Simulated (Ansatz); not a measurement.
Runs of Ansatz 0.2.0 on MgS. Symmetry: F-43m, No. 216, cubic system. The conventional cell has a = 5.666 Å, b = 5.666 Å, c = 5.666 Å, α = 90.00°, β = 90.00°, γ = 90.00°. Around S (site symmetry -43m) lie 4 Mg at 2.45 Å. Around Mg (site symmetry -43m) lie 4 S at 2.45 Å. The cell comes from a database or a generator and needn't be the stable form of this composition.

| cell | target pressure (GPa) | gap on the mesh (eV) | pressure (GPa) |
| --- | --- | --- | --- |
| relaxed to 30 GPa | 30 | (a) | 30.0 |
| relaxed to 5 GPa | 5 | 3.63 | 5.0 |
| relaxed to 2 GPa | 2 | 3.48 | 2.0 |
| relaxed | 0 | 3.32 | 0.0 |
| relaxed to 10 GPa | 10 | 3.56 | 10.0 |
| relaxed to 20 GPa | 20 | (b) | 20.0 |

Alike in all rows: task relaxation of cell and atoms; level PBEsol; potentials or basis Ansatz PAW; no spin polarisation; k mesh 8 × 8 × 8; cutoff (eV) 420; smearing fermi-dirac 0.05 eV.

Task: Estimate the missing entries.

Result: (a) 3.29; (b) 3.42.

Caveats: the plane-wave basis is chosen anew once the cell has moved, so the energies of steps on either side of that aren't comparable; the PAW data sets come from PBE, with cores solved anew for the run's functional, which leaves a small shift of forces and pressure.

A k mesh can miss the band edges.
